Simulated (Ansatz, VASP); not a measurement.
This is a calculation of Si for VASP 6.6.1.

File INCAR:

```
SYSTEM = Si
ALGO = Normal
EDIFF = 1E-7
ENCUT = 520
GGA = PE
ISIF = 2
ISMEAR = 0
LASPH = .TRUE.
LCHARG = .FALSE.
LREAL = .FALSE.
LWAVE = .FALSE.
NBANDS = 8
NELM = 80
PREC = Accurate
SIGMA = 0.015
```

The input KPOINTS:

```
k-points
0
G
  12 12 11
  0 0 0
```

The input POSCAR:

```
Si
1.0
    2.6205428149      0.0000000000      0.0000000000
   -1.3102714075      2.2694566494      0.0000000000
    0.0000000000      0.0000000000      2.4663543900
Si
1
Direct
    0.0000000000      0.0000000000      0.0000000000
```

Potentials or basis: VASP PAW PBE potentials, release 64 (Si).

The run is started by

```sh
$ cat potpaw_PBE.64/Si/POTCAR > POTCAR
$ mpirun -np 1 vasp_std > vasp.out
```

Task: Translate it to Ansatz 0.2.0. Potentials there: Ansatz PAW.

Result: As run (the cutoff follows the program's own potentials):

File input.yaml:

```yaml
crystal:
  lattice:
    - [2.6205428149, 0.0, 0.0]
    - [-1.3102714075, 2.2694566494, 0.0]
    - [0.0, 0.0, 2.46635439]
  atoms:
    - { symbol: Si, position: [0.0, 0.0, 0.0] }
hamiltonian:
  xc: pbe
  pseudopotentials: { kind: paw }
kpoints:
  mp_grid: { grid: [12, 12, 11] }
scf:
  occupations: { method: gaussian, width: 0.015 }
output:
  forces: true
  stress: true
  eigenvalues: true
```

Potentials or basis: Ansatz PAW.

Run with:

```console
$ ansatz run input.yaml --threads 2 --pin off --max-ram 5632MiB --backend cpu --events-out ev --progress --plain --runs-dir out
```

Both were run:

|  | VASP | Ansatz | Ansatz less VASP |
| --- | --- | --- | --- |
| gap on the k mesh at the Fermi level (eV) | none | none | - |
| pressure (GPa) | 3.0 | 3.1 | +0.06 |
| largest component of the traceless stress (GPa) | 3.50 | 3.51 | +0.010 |

A gap of «none» marks a metal or a gap that the smearing closes.
